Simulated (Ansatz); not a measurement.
Input of an Ansatz 0.2.0 run:

Contents of input.yaml:

```yaml
crystal:
  lattice: { a: 3.56674, b: 3.56674, c: 3.56674, alpha: 90.0, beta: 90.0, gamma: 90.0 }
  space_group: 227
  setting: { hermann_mauguin: Fd-3m, origin_choice: 1 }
  reduce_to_primitive: true
  atoms:
    - { symbol: C, position: [0.25, 0.25, 0.25] }
kpoints:
  mp_grid: { grid: [10, 10, 10] }
scf:
  occupations: { method: gaussian, width: 0.025 }
hamiltonian:
  xc: { exchange: revpbe, correlation: lda }
  pseudopotentials: { kind: all_electron, lapw: { basis_error: 0.002 } }
output:
  forces: true
  stress: true
elastic:
  mode: relaxed_ion
  stencil: two_point
```

Potentials or basis: all-electron LAPW, scalar-relativistic.

Command:

```bash
$ ansatz run input.yaml --threads 1 --pin off --max-ram 2560MiB --backend cpu --events-out ev --progress --plain --runs-dir out
```

Problem. Predict the elastic constants C11, C12, C44.

Solution. 1099, 132, 570 GPa.

Problem. Predict the Voigt bulk modulus.

Solution. 454 GPa.

Problem. Estimate the pressure.

Solution. 17.9 GPa.

Problem. What does it give for the band gap on the k mesh?

Solution. 4.62 eV, indirect (least direct gap 5.78 eV).

Elastic tensor in Voigt notation (GPa, in the Cartesian axes of the cell as first typed):
```
1099  132  132    0    0    0
 132 1099  132    0    0    0
 132  132 1099    0    0    0
   0    0    0  570    0    0
   0    0    0    0  570    0
   0    0    0    0    0  570
```

Caveat: the cell is more than 3 GPa from zero pressure, which shifts response properties; so large a pressure means that the cell lies far from this level's equilibrium, or that cutoff or potentials fall short. A k mesh can miss the band edges.
